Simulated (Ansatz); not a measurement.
# InSb: the cost of one run

Method: DFT r2SCAN, scalar-relativistic, plane waves, PAW, in Ansatz 0.2.0.

## 1. The system as given

The structure is cubic, space group F-43m (No. 216). The conventional cell has a = 6.478 Å, b = 6.478 Å, c = 6.478 Å, α = 90.00°, β = 90.00°, γ = 90.00°. In (site symmetry -43m) is surrounded by 4 Sb at 2.81 Å. Around Sb (site symmetry -43m) lie 4 In at 2.81 Å.

Coordinates:

```cif
data_structure
_symmetry_space_group_name_H-M 'P 1'
_symmetry_Int_Tables_number 1
_cell_length_a 4.5808
_cell_length_b 4.5808
_cell_length_c 4.5808
_cell_angle_alpha 60.000
_cell_angle_beta 60.000
_cell_angle_gamma 60.000
_cell_volume 67.97
loop_
_atom_site_label
_atom_site_type_symbol
_atom_site_fract_x
_atom_site_fract_y
_atom_site_fract_z
_atom_site_occupancy
In1 In 0.00000 0.00000 0.00000 1
Sb1 Sb 0.75000 0.75000 0.75000 1
```

The cell is taken as given, not relaxed at this level.

## 2. The reference cell

Reference values: F = -12111.4286 eV; pressure 1.69 GPa; largest force 0.000 eV/Å; gap on the mesh 0.24 eV. It was computed beforehand with the settings of the runs below.

## 3. Next: a strain scan

The cell is strained by ε times the Voigt pattern (1, 0, 0, 0, 0, 0) (xx, yy, zz, yz, xz, xy; engineering shear), with fractional coordinates fixed (clamped ions). The stress on the pattern is the sum of the stress components weighted by it, tension positive.

## 4. ε = -0.1000

The input, input.yaml:

```yaml
crystal:
  lattice:
    - [0.0, 3.2391, 3.2391]
    - [2.91519, 0.0, 3.2391]
    - [2.91519, 3.2391, 0.0]
  atoms:
    - { symbol: In, position: [0.0, 0.0, 0.0] }
    - { symbol: Sb, position: [0.75, 0.75, 0.75] }
basis:
  ecutwfc: 500
kpoints:
  mp_grid: { grid: [10, 10, 10] }
hamiltonian:
  xc: r2scan
scf:
  occupations: { method: gaussian, width: 0.03 }
output:
  forces: true
  stress: true
  eigenvalues: true
```

The run is started by

```bash
$ ansatz run input.yaml --threads 1 --pin off --max-ram 2560MiB --backend cpu --events-out ev --progress --plain --runs-dir out
```

**Question.** How long does this run take on 1 thread of Intel Xeon at 2.50GHz (Skylake/Cascade Lake), shared host, and how much memory does it need?

About 51 s, with a peak of 0.6 GiB.
